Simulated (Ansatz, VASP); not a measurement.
**One calculation of Cd, two programs**

```
Cd
1.0
     0.00000    2.26165    2.26165
     2.26165    0.00000    2.26165
     2.26165    2.26165    0.00000
Cd
1
Cartesian
  0.0000 0.0000 0.0000
```

Change from the starting cell: volume scaled by 1.06.

Alike in both runs: task single point; functional PBE; k mesh 10 × 10 × 10; occupations fermi-dirac, width 0.05 eV; no spin polarisation.

|  | VASP | Ansatz |
| --- | --- | --- |
| version | VASP 6.6.1 | Ansatz 0.2.0 |
| potentials or method | VASP PAW PBE potentials, release 64 (Cd), cutoff 520 eV | all-electron LAPW, scalar-relativistic |

Ansatz gave:

| Property | Result |
| --- | --- |
| gap on the k mesh at the Fermi level (eV) | none |
| pressure (GPa) | -0.5 |

Problem. Estimate VASP's values.

Solution. gap on the k mesh at the Fermi level (eV): none; pressure (GPa): -0.2.

A gap of «none» marks a metal or a gap that the smearing closes. Ansatz ran all-electron here, so the differences hold the error of VASP's frozen core and of both bases.
